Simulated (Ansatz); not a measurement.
# Chromium, fcc under RPBE: structure, energy and stiffness

What does RPBE give for chromium in the fcc structure? We relax it, solve it on a dense k-mesh, then scale the cell to 7 volumes from 88 to 112 % of the relaxed one and try a fit of the equation of state. Spin polarisation is left out, though the real metal is magnetic, so this state lies above the ground state. The k-meshes are 15×15×15 for the relaxation; 24×24×24 for the dense run; 17×17×17 for the volumes.

This is Cr in the fcc structure; at room conditions it is bcc.

Program: Ansatz 0.2.0. Level of theory: DFT RPBE, plane waves (420 eV) with PAW, scalar-relativistic; the PAW data stem from PBE, with regenerated cores. These are calculated values, not measurements.

**1. The starting structure**

It takes space group Fm-3m (No. 225, cubic). The conventional cell has a = 3.633 Å, b = 3.633 Å, c = 3.633 Å, α = 90.00°, β = 90.00°, γ = 90.00°. Cr (site symmetry m-3m) is surrounded by 12 Cr at 2.57 Å.

Structure file:

```
Cr
1.0
     0.00000    1.81674    1.81674
     1.81674    0.00000    1.81674
     1.81674    1.81674    0.00000
Cr
1
Direct
  0.00000 0.00000 0.00000
```

**2. Relaxing cell and atoms**

The input, input.yaml:

```yaml
crystal:
  lattice:
    - [0.0, 1.8167431579, 1.8167431579]
    - [1.8167431579, 0.0, 1.8167431579]
    - [1.8167431579, 1.8167431579, 0.0]
  atoms:
    - { symbol: Cr, position: [0.0, 0.0, 0.0] }
hamiltonian:
  xc: rpbe
  pseudopotentials:
    kind: paw
    azcp:
      Cr: "pseudopotentials/Cr.paw.azcp"
basis:
  ecutwfc: 420
  fft_grid_basis: typed
kpoints:
  mp_grid: { grid: [15, 15, 15], shift: [0, 0, 0] }
magnetization:
  spin_polarized: false
scf:
  occupations: { method: fermi_dirac, width: 0.1 }
relax:
  max_steps: 60
  f_tol: 0.01
  cell: {}
```

Further steps of the session: The energy on a finer k-mesh; Equation of state: 88 %; Equation of state: 92 %; Equation of state: 96 %; Equation of state: 100 %; Equation of state: 104 %; Equation of state: 108 %; Equation of state: 112 %.

Before running it: what results should come out? Wanted: space group; conventional cell; volume; shortest distance; gap on the mesh; relative to bcc, antiferromagnetic; highest ELF outside the cores; V₀, B₀, B₀′.

**Answer**, as computed:

| quantity | value |
| --- | --- |
| space group (spins left aside) | Fm-3m (No. 225) |
| conventional cell | a = 3.650 Å |
| volume | 12.161 Å³/atom |
| shortest distance | 2.581 Å |
| gap on the mesh | none (levels filled in part) |
| relative to bcc, antiferromagnetic | +422 meV/atom |
| highest ELF outside the cores | 0.51, 1.53 Å from the nearest atom |
| V₀, B₀, B₀′ | 12.132 Å³/atom, 224 GPa, 4.2 |

In words: From the guessed start the volume grew by 1.4 % in 4 steps. Against the reference form of chromium (bcc, antiferromagnetic, computed apart with the same settings) it stands 422 meV/atom higher; part of this is magnetic energy, as this run has no moments. Levels at the Fermi energy are filled in part, as in a metal. The fitted modulus is 224 GPa. Relaxation kept the symmetry; phonons were not checked.
